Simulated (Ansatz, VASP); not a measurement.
**ZnS (Wurtzite-4H): VASP and Ansatz over several settings**

```xyz
8
Lattice="3.8227 0.0000 0.0000 -1.9114 3.3106 0.0000 0.0000 0.0000 12.5200" Properties=species:S:1:pos:R:3 pbc="T T T"
Zn    1.9114    1.1035    9.3900
Zn    0.0000    2.2070    3.1300
Zn    0.0000    0.0000    6.2600
Zn    0.0000    0.0000    0.0000
S     1.9114    1.1035   11.7375
S     0.0000    2.2070    5.4775
S     0.0000    0.0000    8.6075
S     0.0000    0.0000    2.3475
```

Single points on this cell with VASP 6.6.1 and Ansatz 0.2.0. Each row is one pair of runs. Alike in all rows: spin: off; k mesh: 8 × 8 × 3; VASP's potentials, cutoff: VASP PAW PBE potentials, release 64 (Zn, S), 520 eV.

```csv
level,smearing,"Ansatz's potentials, cutoff","gap on the k mesh at the Fermi level (eV), VASP","gap on the k mesh at the Fermi level (eV), Ansatz","least direct gap on the mesh (eV), VASP","least direct gap on the mesh (eV), Ansatz","pressure (GPa), VASP","pressure (GPa), Ansatz"
PBE,"fermi-dirac, width 0.05 eV","Ansatz PAW earlier set, 660 eV",2.13,2.13,2.13,2.13,1.5,1.3
PBE,"fermi-dirac, width 0.05 eV","PseudoDojo standard (PBE files), 1143 eV",2.13,2.13,2.13,2.13,1.5,1.3
PBE,"gaussian, width 0.012 eV","Ansatz PAW, 420 eV",2.13,2.13,2.13,2.13,1.5,1.3
PBE,"gaussian, width 0.014 eV","Ansatz PAW, 420 eV",2.13,2.13,2.13,2.13,1.5,1.3
PBE,"gaussian, width 0.015 eV","Ansatz PAW, 420 eV",2.13,2.13,2.13,2.13,1.5,1.3
PBE,"gaussian, width 0.011 eV","Ansatz PAW, 420 eV",2.13,2.13,2.13,2.13,1.5,1.3
PBE,"gaussian, width 0.013 eV","Ansatz PAW, 420 eV",2.13,2.13,2.13,2.13,1.5,1.3
```

Gap on the k mesh at the fermi level (eV): the two programs differ by at most 0.005; least direct gap on the mesh (eV): the two programs differ by at most 0.005; pressure (GPa): the two programs differ by at most 0.18.

Caveats: an odd mesh through Γ misses points on the zone boundary, where band edges often lie (VASP); odd divisions of the mesh miss points on the zone boundary, where band edges often lie, so the gap on the mesh can be too wide (Ansatz).
